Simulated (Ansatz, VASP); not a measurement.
One calculation of H, two programs

```
CELL_PARAMETERS angstrom
-0.89758 0.89758 0.89758
0.89758 -0.89758 0.89758
0.89758 0.89758 -0.89758
ATOMIC_POSITIONS crystal
H 0.00000 0.00000 0.00000
```

Change from the starting cell: volume scaled by 0.975, PAW files.

Alike in both runs: task electric field gradients; functional PBE; k mesh 20 × 20 × 20; occupations fermi-dirac, width 0.05 eV; no spin polarisation.

|  | VASP | Ansatz |
| --- | --- | --- |
| version | VASP 6.6.1 | Ansatz 0.2.0 |
| potentials or method | VASP PAW PBE potentials, release 64 (H) | PAW with Ansatz's default frozen-core files, scalar-relativistic |
| plane-wave cutoff (eV) | 520 | 420 |
| valence electrons in the cell | 1 | 1 |

Ansatz gave:

* pressure (GPa): 3.0
* Vzz of the field gradient on the site that differs most (V/Å²): 0.0

Question: Which values does VASP return?

Answer: Pressure (GPa): 2.3; Vzz of the field gradient on the site that differs most (V/Å²): 0.0.
